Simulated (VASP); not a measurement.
# Li (R-3m) in VASP: a series of runs

One crystal, Li, is run at these levels: PBE; tasks: relaxation of cell and atoms, single point.

Everything below comes from runs of VASP 6.6.1. Logs are shortened: lines on timing, memory, paths and dates and some standing lists are left out, and cuts for length are marked.

### Step 1. Starting point

It takes space group R-3m (No. 166, trigonal). Conventional cell: a = 3.574 Å, b = 3.574 Å, c = 12.836 Å, α = 90.00°, β = 90.00°, γ = 120.00°. Li (site symmetry 3m) has 1 Li at 1.48 Å as nearest neighbours.

The cell was built by a generator and needn't be a form met in nature.

### Step 2. Relaxation of cell and atoms, PBE

INCAR

```
SYSTEM = Li
ALGO = Fast
EDIFF = 1E-6
EDIFFG = -0.04
ENCUT = 600
GGA = PE
IBRION = 2
ISIF = 3
ISMEAR = 0
LASPH = .TRUE.
LCHARG = .FALSE.
LREAL = .FALSE.
LWAVE = .FALSE.
NELM = 100
NSW = 90
PREC = Accurate
SIGMA = 0.1
```

KPOINTS

```
k-points
0
G
  6 6 6
  0 0 0
```

POSCAR

```
Li
1.0
    1.7868739626      1.0316521633      4.2787836520
   -1.7868739626      1.0316521633      4.2787836520
    0.0000000000     -2.0633043267      4.2787836520
Li
2
Direct
    0.0577000000      0.0577000000      0.0577000000
    0.9423000000      0.9423000000      0.9423000000
```

Potentials or basis: VASP PAW PBE potentials, release 64 (Li_sv).

The run is started by

```sh
$ cat potpaw_PBE.64/Li_sv/POTCAR > POTCAR
$ mpirun -np 1 vasp_std > vasp.out
```

OUTCAR:

```text
SYSTEM = Li
   EDIFF = 1E-6
   EDIFFG = -0.04
   ENCUT = 600
   GGA = PE
   IBRION = 2
   ISIF = 3
   ISMEAR = 0
   LASPH = .TRUE.
   LREAL = .FALSE.
   NELM = 100
   NSW = 90
   PREC = Accurate

 ion  position               nearest neighbor table
   1  0.058  0.058  0.058-   2 1.48
   2  0.942  0.942  0.942-   1 1.48

  LATTYP: Found a trigonal (rhomboedric) cell.
 ALAT       =     4.7502857056
 COS(alpha) =     0.7170052526

  Lattice vectors:

 A1 = (   1.7868739626,   1.0316521633,   4.2787836520)
 A2 = (  -1.7868739626,   1.0316521633,   4.2787836520)
 A3 = (   0.0000000000,  -2.0633043267,   4.2787836520)

Analysis of symmetry for initial positions (statically):
=====================================================================
 Subroutine PRICEL returns:
 Original cell was already a primitive cell.

 Routine SETGRP: Setting up the symmetry group for a
 trigonal (rhombohedral) supercell.

 Subroutine GETGRP returns: Found 12 space group operations
 (whereof 12 operations were pure point group operations)
 out of a pool of 12 trial point group operations.

The static configuration has the point symmetry D_3d.

Analysis of symmetry for dynamics (positions and initial velocities):
=====================================================================
 Subroutine PRICEL returns:
 Original cell was already a primitive cell.

 Routine SETGRP: Setting up the symmetry group for a
 trigonal (rhombohedral) supercell.

 Subroutine GETGRP returns: Found 12 space group operations
 (whereof 12 operations were pure point group operations)
 out of a pool of 12 trial point group operations.

The dynamic configuration has the point symmetry D_3d.

 Subroutine INISYM returns: Found 12 space group operations
 (whereof 12 operations are pure point group operations),
 and found     1 'primitive' translations

----------------------------------------------------------------------------------------

                                     Primitive cell

  volume of cell :      47.3259

  direct lattice vectors                    reciprocal lattice vectors
     1.786873963  1.031652163  4.278783652     0.279818281  0.161553160  0.077903760
    -1.786873963  1.031652163  4.278783652    -0.279818281  0.161553160  0.077903760
     0.000000000 -2.063304327  4.278783652     0.000000000 -0.323106319  0.077903760

  length of vectors
     4.750285706  4.750285706  4.750285706     0.332365295  0.332365295  0.332365295

  position of ions in fractional coordinates (direct lattice)
     0.057700000  0.057700000  0.057700000
     0.942300000  0.942300000  0.942300000

  ion indices of the primitive-cell ions
   primitive index   ion index
                 1           1
                 2           2

----------------------------------------------------------------------------------------

 KPOINTS: k-points

Automatic generation of k-mesh.
 Grid dimensions read from file:
 generate k-points for:    6    6    6

 Generating k-lattice:

  Cartesian coordinates                     Fractional coordinates (reciprocal lattice)
     0.046636380  0.026925527  0.012983960     0.166666667  0.000000000  0.000000000
    -0.046636380  0.026925527  0.012983960     0.000000000  0.166666667  0.000000000
     0.000000000 -0.053851053  0.012983960    -0.000000000 -0.000000000  0.166666667

  Length of vectors
     0.055394216  0.055394216  0.055394216

  Shift w.r.t. Gamma in fractional coordinates (k-lattice)
     0.000000000  0.000000000  0.000000000

 Subroutine IBZKPT returns following result:
 ===========================================

 Found     32 irreducible k-points:

 Following reciprocal coordinates:
            Coordinates               Weight
  0.000000  0.000000  0.000000      1.000000
  0.166667  0.000000 -0.000000      6.000000
  0.333333  0.000000 -0.000000      6.000000
  0.500000  0.000000 -0.000000      3.000000
  0.166667  0.166667 -0.000000      6.000000
  0.333333  0.166667 -0.000000     12.000000
[... 16 lines left out ...]
  0.500000  0.500000  0.166667      6.000000
 -0.333333  0.500000  0.166667     12.000000
 [... further k-points ...]
   k-points           NKPTS =     32   k-points in BZ     NKDIM =     32   number of bands    NBANDS=      7
   number of dos      NEDOS =    301   number of ions     NIONS =      2
   total plane-waves  NPLWV =  64000
   dimension x,y,z NGX =    40 NGY =   40 NGZ =   40
   dimension x,y,z NGXF=    80 NGYF=   80 NGZF=   80
   ions per type =               2
   NGX,Y,Z   is equivalent  to a cutoff of  14.00, 14.00, 14.00 a.u.
   NGXF,Y,Z  is equivalent  to a cutoff of  28.00, 28.00, 28.00 a.u.
 SYSTEM =  Li
   PREC   = accura    normal or accurate (medium, high low for compatibility)
   ISTART =      0    job   : 0-new  1-cont  2-samecut
   ICHARG =      2    charge: 1-file 2-atom 10-const
   ISPIN  =      1    spin polarized calculation?
   LNONCOLLINEAR =      F non collinear calculations
   LSORBIT =      F    spin-orbit coupling
   LASPH  =      T    aspherical Exc in radial PAW
   ENCUT  =  600.0 eV  44.10 Ry    6.64 a.u.   9.49  9.49  9.49*2*pi/ulx,y,z
   NELM   =    100;   NELMIN=  2; NELMDL= -5     # of ELM steps
   EDIFF  = 0.1E-05   stopping-criterion for ELM
   LREAL  =      F    real-space projection
   EDIFFG = -.4E-01   stopping-criterion for IOM
   NSW    =     90    number of steps for IOM
   IBRION =      2    ionic relax: 0-MD 1-quasi-New 2-CG
   NFREE  =      1    steps in history (QN), initial steepest desc. (CG)
   ISIF   =      3    stress and relaxation
   ISYM   =      2    0-nonsym 1-usesym 2-fastsym
   POTIM  = 0.5000    time-step for ionic-motion
   TEBEG  =    0.0;   TEEND  =   0.0 temperature during run
   PSTRESS=    0.0 pullay stress
   NELECT =       6.0000    total number of electrons
   NUPDOWN=      -1.0000    fix difference up-down
   EMIN   =  10.00;   EMAX   =-10.00  energy-range for DOS
   EFERMI =   0.00;   METHOD = LEGACY
   ISMEAR =     0;   SIGMA  =   0.10  broadening in eV -4-tet -1-fermi 0-gaus
   EFERMI_NEDOS =   21; number of points for ismear=-14 and -15
   IALGO  =     68    algorithm
   IMIX   =      4    mixing-type and parameters
     AMIX     =   0.40;   BMIX     =  1.00
     AMIX_MAG =   1.60;   BMIX_MAG =  1.00
  volume/ion in A,a.u.               =      23.66       159.69
  Fermi-wavevector in a.u.,A,eV,Ry     =   0.822417  1.554144  9.202579  0.676370
  Thomas-Fermi vector in A             =   1.933749
   LORBIT       =      0    0 simple, 1 ext, 2 COOP (PROOUT), +10 PAW based schemes
   GGA     = PE    functional components
   LHFCALC =     F    Hartree Fock is set to
   AEXX    =    0.0000 exact exchange contribution
   IVDW    =     0    specifies the selected vdW correction
   LEPSILON=     F    determine dielectric tensor
   LRPA    =     F    only Hartree local field effects (RPA)
 conjugate gradient relaxation of ions
 non-spin polarized calculation
 RMM-DIIS sequential band-by-band and
 Gauss-broadening in eV      SIGMA  =   0.10
  energy-cutoff  :      600.00
  volume of cell :       47.33
 maximum number of plane-waves:      1595
 NGX is ok and might be reduce to    40
   NGX = 19   NGY = 19   NGZ = 19

--------------------------------------- Ionic step        1  -------------------------------------------

 number of electron       6.0000003 magnetization

 Free energy of the ion-electron system (eV)
  ---------------------------------------------------
  ext. energy  EPLUGINS =         0.00000000
  ---------------------------------------------------
  free energy    TOTEN  =        -1.66048478 eV

  energy without entropy =       -1.65504847  energy(sigma->0) =       -1.65776662

 E-fermi :  -0.0180     XC(G=0):  -6.6151

 val. band max:       -0.0239727467   @ k =  -0.3333   0.5000   0.1667
 cond. band min:      -0.0177145853   @ k =   0.3333   0.3333   0.3333
 fundamental gap:      0.0062581614
 Fermi energy:        -0.0180416158

 k-point     1 :       0.0000    0.0000    0.0000
  band No.  band energies     occupation
      1     -49.2081      2.00000
      2     -48.0408      2.00000
      3      -3.0250      2.00000
      4       2.5281      0.00000
      5       5.1374      0.00000
      6       7.1586      0.00000
      7       7.1586      0.00000
[... 221 lines left out ...]
 k-point    24 :      -0.3333    0.5000    0.1667
  band No.  band energies     occupation
      1     -49.2053      2.00000
      2     -48.0406      2.00000
      3      -0.0240      1.06685
      4       1.6093      0.00000
      5       2.0693      0.00000
      6       4.2138      0.00000
      7       5.6698      0.00000

 [... further k-points ...]
[... 5 lines left out ...]
  --------------------------------------------------------------------------------------
  -------------------------------------------------------------------------------------
  Total       -2.4208460     -2.4208460      5.3872376      0.0000000     -0.0000000      0.0000000
  in kB      -81.9556602    -81.9556602    182.3802963      0.0000000     -0.0000000      0.0000000
  external PRESSURE =       6.1563253 kB  Pullay stress =       0.0000000 kB
[... 89 lines left out ...]
  FREE ENERGIE OF THE ION-ELECTRON SYSTEM (eV)
  ---------------------------------------------------
  free  energy   TOTEN  =        -3.5576914907 eV

  energy  without entropy=       -3.5517709464  energy(sigma->0) =       -3.55473122

[... ionic steps 4 to 7 ...]

--------------------------------------- Ionic step        8  -------------------------------------------

 number of electron       6.0000001 magnetization

------------------------ aborting loop because EDIFF is reached ----------------------------------------
[... 67 lines left out ...]
--------------------------------------- Ionic step       10  -------------------------------------------

 number of electron       6.0000005 magnetization

 Free energy of the ion-electron system (eV)
  ---------------------------------------------------
  ext. energy  EPLUGINS =         0.00000000
  ---------------------------------------------------
  free energy    TOTEN  =        -3.71584876 eV

  energy without entropy =       -3.70860183  energy(sigma->0) =       -3.71222530

 E-fermi :   0.5276     XC(G=0):  -7.0520

 val. band max:        0.5185271387   @ k =   0.5000   0.5000   0.1667
 cond. band min:       0.5524578337   @ k =  -0.3333   0.1667   0.1667
 fundamental gap:      0.0339306949
 Fermi energy:         0.5276254139

 k-point     1 :       0.0000    0.0000    0.0000
  band No.  band energies     occupation
      1     -45.9614      2.00000
      2     -45.9369      2.00000
      3      -2.9259      2.00000
      4       0.4068      1.91254
      5       3.3201      0.00000
      6      14.0635      0.00000
      7      14.0635      0.00000
[... 221 lines left out ...]
 k-point    24 :      -0.3333    0.5000    0.1667
  band No.  band energies     occupation
      1     -45.9394      2.00000
      2     -45.9315      2.00000
      3       1.0968      0.00000
      4       1.4587      0.00000
      5       4.0162      0.00000
      6       6.4008      0.00000
      7       6.8712      0.00000

 [... further k-points ...]
[... 5 lines left out ...]
  --------------------------------------------------------------------------------------
  -------------------------------------------------------------------------------------
  Total       -0.0513757     -0.0513757      0.0777710      0.0000000     -0.0000000     -0.0000000
  in kB       -2.0399686     -2.0399686      3.0880444      0.0000000     -0.0000000     -0.0000000
  external PRESSURE =      -0.3306310 kB  Pullay stress =       0.0000000 kB
[... 17 lines left out ...]
  FREE ENERGIE OF THE ION-ELECTRON SYSTEM (eV)
  ---------------------------------------------------
  free  energy   TOTEN  =        -3.7158487592 eV

  energy  without entropy=       -3.7086018316  energy(sigma->0) =       -3.71222530

 reached required accuracy - stopping structural energy minimisation
```

Run time: 2.6 min. Hardware: 1 thread of Intel Xeon Platinum 8375C at 2.90GHz (Ice Lake), shared host; peak memory 0.23 GiB.

What came out:

```yaml
Free_energy: -3.7158 eV
Relaxed_volume: 20.18 Å³/atom
Relaxed_cell: a = 5.392 Å, b = 5.392 Å, c = 5.392 Å, α = 32.55°, β = 32.55°, γ = 32.55°
Space_group_after_relaxing_to_0.05_Å: R-3m (No. 166)
Energy_gained_by_relaxing: 1027.7 meV/atom
Ionic_steps: 10
Pressure_after_relaxing: 0.0 GPa
Largest_force_after_relaxing: 0.018 eV/Å
Band_gap_on_the_k_mesh: none (metal or under the smearing width)
```

Forces in eV/Å, atoms in the order of the input:
```
Li   0.000  0.000 -0.018
Li   0.000  0.000  0.018
```

Stress tensor (GPa, compression positive):
```
-0.20  0.00  0.00
 0.00 -0.20  0.00
 0.00  0.00  0.31
```

The path:
```
step  energy change (eV)  largest force (eV/Å)  pressure (GPa)  volume (Å³)
   1              0.0000                4.2962            0.62        47.33
   2             -1.6641                1.0863           -1.31        47.41
   3             -1.8972                0.5468           -1.69        47.17
   4             -2.0032                0.1358           -1.93        46.25
   5             -2.0157                0.0196           -1.88        46.56
   6             -2.0149                0.0505           -1.86        46.61
   7             -2.0365                0.0302           -1.34        44.48
   8             -2.0547                0.0093           -0.30        41.06
   9             -2.0554                0.0205            0.01        40.23
  10             -2.0554                0.0185           -0.03        40.35
```

Final structure:
```
Li
1.0
     1.51104    0.87240    5.10152
    -1.51104    0.87240    5.10152
     0.00000   -1.74480    5.10152
Li
2
Cartesian
  0.0000 0.0000 1.3424
  0.0000 0.0000 13.9622
```

Levels at points of the mesh, in eV from the Fermi level:
```csv
k point,band 1,band 2,band 3,band 4,band 5,band 6,band 7
"(0.00, 0.00, 0.00)",-46.49,-46.46,-3.45,-0.12,2.79,13.54,13.54
"(0.50, 0.00, 0.00)",-46.47,-46.46,-0.08,1.92,3.37,5.84,6.52
"(0.50, 0.50, 0.00)",-46.47,-46.46,0.61,1.16,3.16,4.23,8.84
"(0.50, 0.50, 0.50)",-46.48,-46.48,-2.45,-2.31,7.24,7.79,12.79
```

Caveat: the cutoff is under 1.25 times the usual one of these potentials, so pressure, stress and relaxed cells hold a basis-set (Pulay) error.

### Step 3. Single point, PBE

This run uses another cell than the first one, of 20.34 Å³/atom, 0.859 times its volume.

INCAR

```
SYSTEM = Li
ALGO = Fast
EDIFF = 1E-6
ENCUT = 520
GGA = PE
ISIF = 2
ISMEAR = 0
LASPH = .TRUE.
LCHARG = .FALSE.
LREAL = .FALSE.
LWAVE = .FALSE.
NBANDS = 10
NELM = 100
PREC = Accurate
SIGMA = 0.1
```

KPOINTS

```
k-points
0
G
  21 21 21
  0 0 0
```

POSCAR

```
Li
1.0
    1.4931544420      0.8620731190      5.2662681068
   -1.4931544420      0.8620731190      5.2662681068
    0.0000000000     -1.7241462380      5.2662681068
Li
2
Direct
    0.0870930031      0.0870930031      0.0870930031
    0.9129069969      0.9129069969      0.9129069969
```

Potentials or basis: VASP PAW PBE potentials, release 64 (Li_sv).

The run is started by

```sh
$ cat potpaw_PBE.64/Li_sv/POTCAR > POTCAR
$ mpirun -np 1 vasp_std > vasp.out
```

It took 13 min on 1 thread of Intel Xeon Platinum 8375C at 2.90GHz (Ice Lake), shared host; peak memory 0.44 GiB.

Results (log left out):

```yaml
Free_energy: -3.7443 eV
Band_gap_on_the_k_mesh: none (metal or under the smearing width)
```

Levels at points of the mesh, in eV from the Fermi level:
```csv
k point,band 1,band 2,band 3,band 4,band 5,band 6,band 7,band 8
"(0.00, 0.00, 0.00)",-46.58,-46.56,-3.52,-0.40,2.36,13.24,13.84,13.84
```

Caveat: the cutoff is under 1.25 times the usual one of these potentials, so pressure, stress and relaxed cells hold a basis-set (Pulay) error.

[end of part 1 of 2]
